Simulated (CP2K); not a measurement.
Runs of CP2K 2026.2 on B. Symmetry: Pmmn, No. 59, orthorhombic system. The conventional cell has a = 1.625 Å, b = 2.866 Å, c = 3.914 Å, α = 90.00°, β = 90.00°, γ = 90.00°. Around B (site symmetry mm2) lie 6 B at 1.62 to 1.86 Å. The cell was built by a generator and needn't be a form met in nature.

```tsv
task	level	potentials or basis	cell	k mesh	smearing	EPS_DEFAULT	NGRIDS	EXTRAPOLATION	basis sets	potentials	gap on the mesh (eV)	pressure (GPa)	relaxed volume (Å³/atom)	largest force (eV/Å)
relaxation of cell and atoms	PBE	POTENTIAL_UZH B GTH-PBE-q3; TZVP-MOLOPT-PBE-GTH basis	relaxed	12 × 7 × 5	fermi-dirac 0.05 eV	1.0E-10	5	USE_PREV_P	B TZVP-MOLOPT-PBE-GTH-q3	B GTH-PBE-q3 of POTENTIAL_UZH	none	0.0	9.04	0.01
relaxation of cell and atoms	PBEsol	POTENTIAL_UZH B GTH-PBE-q3; TZVP-MOLOPT-PBE-GTH basis	relaxed	12 × 7 × 5	fermi-dirac 0.0259 eV	1.0E-9	4	USE_PREV_P	B TZVP-MOLOPT-PBE-GTH-q3	B GTH-PBE-q3 of POTENTIAL_UZH	none	0.0	(c)	-
band structure	r2SCAN	POTENTIAL_UZH B GTH-SCAN-q3; TZVP-MOLOPT-SCAN-GTH basis	as given	16 × 9 × 7	fermi-dirac 0.0259 eV	1.0E-9	4	-	B TZVP-MOLOPT-SCAN-GTH-q3	B GTH-SCAN-q3 of POTENTIAL_UZH	none	-3.1	-	0.01
band structure	PBEsol	POTENTIAL_UZH B GTH-PBE-q3; TZVP-MOLOPT-PBE-GTH basis	as given	16 × 9 × 7	fermi-dirac 0.05 eV	1.0E-10	4	-	B TZVP-MOLOPT-PBE-GTH-q3	B GTH-PBE-q3 of POTENTIAL_UZH	none	-1.3	-	0.02
single point	PBE	POTENTIAL_UZH B GTH-PBE-q3; TZVP-MOLOPT-PBE-GTH basis	as given	16 × 9 × 7	fermi-dirac 0.05 eV	1.0E-10	5	-	B TZVP-MOLOPT-PBE-GTH-q3	B GTH-PBE-q3 of POTENTIAL_UZH	none	(a)	-	0.01
band structure	LDA	GTH_POTENTIALS B GTH-PADE-q3; TZVP-MOLOPT-PBE-GTH basis	as given	16 × 9 × 7	fermi-dirac 0.01 eV	1.0E-9	5	-	B TZVP-MOLOPT-PBE-GTH-q3	B GTH-PADE-q3 of GTH_POTENTIALS	none	-7.1	-	0.21
relaxation of cell and atoms	LDA	GTH_POTENTIALS B GTH-PADE-q3; TZVP-MOLOPT-PBE-GTH basis	relaxed	12 × 7 × 5	fermi-dirac 0.1 eV	1.0E-9	4	USE_PREV_P	B TZVP-MOLOPT-PBE-GTH-q3	B GTH-PADE-q3 of GTH_POTENTIALS	none	0.0	(b)	-
```

Alike in all rows: no spin polarisation.

Estimate the missing entries.

(a) -0.7; (b) 8.20; (c) 8.51.

Caveats: the basis of atomic orbitals isn't converged, which shifts pressures, moduli and gaps; this functional lacks dispersion, which binds the layers, so the pressure and a relaxed spacing across them are unreliable (some runs); the potentials were made for another functional, which shifts forces and pressure (some runs).

A k mesh can miss the band edges.

A gap of «none» marks a metal or a gap under the smearing width.

Not every run made on this cell is shown here.
